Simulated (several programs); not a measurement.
## Many methods on one cell: AlAs (zincblende)

AlAs in the zincblende structure, relaxed with r2SCAN in Ansatz, was computed with several methods. Space group F-43m (No. 216), cubic; a = 5.678 Å in the conventional setting, 22.88 Å³ an atom. Al has 4 As at 2.46 Å; As has 4 Al at 2.46 Å. The values are computed, spin-unpolarised, and not measurements.

```yaml
crystal:
  lattice:
    - [0.00000, 2.83892, 2.83892]
    - [2.83892, 0.00000, 2.83892]
    - [2.83892, 2.83892, 0.00000]
  atoms:
    - { symbol: Al, position: [0.00000, 0.00000, 0.00000] }
    - { symbol: As, position: [0.25000, 0.25000, 0.25000] }
```

Gaps and times are for a single point on this cell; volume and bulk modulus come from each method's own relaxation or energy curve at fixed shape. Times are rough, from shared hosts (Arm Neoverse V1; Arm Neoverse V2; Intel Xeon Platinum 8375C CPU @ 2.90GHz), and each method has its own mesh and cell size. PM6 (MOPAC), PM7 (MOPAC), GFN1-xTB (tblite), GFN2-xTB (tblite) treat a cluster of cells at its zone centre, which samples few k points: where these miss a band edge, the gap comes out too large for that reason alone. Gaps from k meshes are read at a limited set of points (mesh, symmetry points, PBE's band edges), so each method's own least gap may be somewhat smaller. xTB and the PM methods were fitted mostly to molecules, and can miss a solid's gap by electronvolts. Minimal bases can be far off for gaps. Times of the plane-wave ladder aren't listed, since it ran on unlike processors and cards. GLLB-SC's gap includes the derivative discontinuity. G0W0 is at finite bands, cutoff and mesh. d marks a direct gap, i an indirect one (no mark: not told apart), a dash a value that wasn't computed or didn't pass its checks.

```csv
method,kind,gap (eV),own volume (Å³/atom),bulk modulus (GPa),atoms computed,processor time
PBEsol,semilocal,–,22.84,–,2,–
light PBE (260 eV and a coarse mesh),light plane-wave,1.44 i,–,–,2,0.83 s
LDA,semilocal,1.37 i,22.29,–,2,–
PBE,semilocal,1.46 i,23.50,67,2,–
PBE/SZV (CP2K),small basis,2.29 d,24.48,67,2,4.7 s
PBE/single zeta (GPAW),small basis,1.66 d,–,–,2,4.8 s
r2SCAN,semilocal,1.81 i,22.88,76,2,–
GFN1-xTB (tblite),tight binding,0.57,–,–,cluster,6 s
GLLB-SC (GPAW),model potential,2.52,–,–,2,6.3 s
GFN2-xTB (tblite),tight binding,1.75,24.13,55,cluster,6.4 s
PBE/DZVP (CP2K),small basis,1.62 i,23.71,67,2,8.7 s
PBE+SOC,semilocal,1.36 i,–,–,2,–
PM6 (MOPAC),semi-empirical,3.21,–,–,cluster,14 s
PM7 (MOPAC),semi-empirical,7.65,22.27,152,cluster,15 s
G0W0@r2SCAN (180 eV screening cutoff),many-body,2.33,–,–,2,–
G0W0@LDA (140 eV screening cutoff),many-body,2.03,–,–,2,–
G0W0@PBE (260 eV screening cutoff),many-body,2.21,–,–,2,–
LC-ωPBE,hybrid,6.30 i,–,–,2,–
G0W0@PBE0 (180 eV screening cutoff),many-body,2.63,–,–,2,–
PBE0,hybrid,2.75 i,–,–,2,–
HSE06,hybrid,2.09 i,22.94,–,2,–
G0W0@HSE06 (180 eV screening cutoff),many-body,2.46,–,–,2,–
Hartree-Fock,exact exchange,7.39 i,–,–,2,–
DDH-PBE0,hybrid,2.00 i,–,–,2,–
HSE06+SOC,hybrid,2.00 i,–,–,2,–
```

Against HSE06 (2.09 eV) and with closed or daggered gaps left aside, the nearest gap at the points sampled is that of G0W0@LDA (140 eV screening cutoff) (-0.06 eV) and the farthest that of PM7 (MOPAC) (+5.56 eV). HSE06 is only a yardstick of convenience, and nearness to it can be luck.

Volumes against r2SCAN's: PBEsol -0.2 %, LDA -2.6 %, PBE +2.7 %, PBE/SZV (CP2K) +7.0 %, GFN2-xTB (tblite) +5.5 %, PBE/DZVP (CP2K) +3.6 %, PM7 (MOPAC) -2.6 %, HSE06 +0.2 %.

Only the rows marked +SOC include spin-orbit coupling.
